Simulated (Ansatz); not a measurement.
Clean, relaxed (110) surface of CoSi$_{2}$, space group Fm-3m (No. 225) (top face towards +c; atoms held fixed, by place in the list: 1, 2, 3, 4, 5, 6, 7, 8, 9, 10, 11, 12):

```xyz
24
Lattice="7.5013 0.0000 0.0000 0.0000 5.3042 0.0000 0.0000 0.0000 22.6260" Properties=species:S:1:pos:R:3 pbc="T T T"
Co    1.8753    2.6521    8.5000
Co    5.6260    2.6521    8.5000
Si    3.7507    3.9782    8.5000
Si    0.0000    3.9782    8.5000
Si    3.7507    1.3261    8.5000
Si    0.0000    1.3261    8.5000
Co    3.7507    0.0000   10.3753
Co    0.0000    0.0000   10.3753
Si    5.6260    1.3261   10.3753
Si    1.8753    1.3261   10.3753
Si    5.6260    3.9782   10.3753
Si    1.8753    3.9782   10.3753
Co    5.6260    2.6521   12.2294
Co    1.8753    2.6521   12.2294
Si    0.0000    3.9958   12.2933
Si    3.7507    3.9958   12.2933
Si    0.0000    1.3084   12.2933
Si    3.7507    1.3084   12.2933
Co    0.0000    0.0000   14.1826
Co    3.7507    0.0000   14.1826
Si    1.8753    1.3525   14.1174
Si    5.6260    1.3525   14.1174
Si    1.8753    3.9518   14.1174
Si    5.6260    3.9518   14.1174
```

Level of theory: DFT PBE+D3(BJ), scalar-relativistic, plane waves, PAW in Ansatz 0.2.0. Settings: cutoff 420 eV, Γ-centred mesh 4×6×1 on the computed 24-atom cell, Gaussian smearing of 0.10 eV; no spin polarisation. A dipole correction removes the field between periodic images along c.

F (atom) is put at the hollow (Si-Si-Co) at (0.17, 0.00) site, one adsorbate per 39.8 Å², and relaxed. The adsorption energy is E(slab + adsorbate) − E(slab) − E(free adsorbate, spin-polarised where open-shell). Heights count from the highest slab atom after relaxation. Bonded neighbours lie within 1.25 times the sum of covalent radii (1.35 for H) and, on that scale, within 12 % of the closest. With the adsorbate the cell is lengthened along c to keep the vacuum.

(1) How strongly does it bind, and where does its anchoring atom end?

(2) How high does its anchoring atom sit over the highest slab atom, and what is the shortest contact with the surface?

(3) The clean face has a work function of 4.96 eV. How does the adsorbate change it?

Each end is the local minimum or symmetric point that its start leads to. The slab is only 5.6 Å thick, so the energies aren't converged with thickness.

Spin polarisation was left out, and a magnetic state may lie lower. An atom lies near a switch of its D3 coefficient C6 between reference coordination numbers, so the dispersion energy changes steeply there and can make or shift the minimum.

Results:

(1) -3.69 eV; at (0.00, 0.00), 1 bonded neighbour (Co).

(2) 1.80 Å; F–Co 1.79 Å.

(3) By +1.39 eV.

Cost: 3 runs of about 61 core-minutes in all, on Intel Xeon Platinum 8375C (Ice Lake) (shared hosts).